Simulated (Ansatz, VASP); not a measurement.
**Cu in VASP and in Ansatz**

```
Cu
1.0
     0.00000    1.81351    1.81351
     1.81351    0.00000    1.81351
     1.81351    1.81351    0.00000
Cu
1
Direct
  0.00000 0.00000 0.00000
```

Change from the starting cell: volume scaled by 1.01.

Alike in both runs: task single point; functional PBE; k mesh 19 × 19 × 19; occupations fermi-dirac, width 0.08 eV; no spin polarisation.

```csv
,VASP,Ansatz
version,VASP 6.6.1,Ansatz 0.2.0
potentials or method,"VASP PAW PBE potentials, release 64 (Cu), cutoff 520 eV","all-electron LAPW, scalar-relativistic"
```

Ansatz gave:

```
pressure (GPa) : 0.2
```

Q: Which values does VASP return?

A: Pressure (GPa): 0.8.

Ansatz ran all-electron here, so the differences hold the error of VASP's frozen core and of both bases.
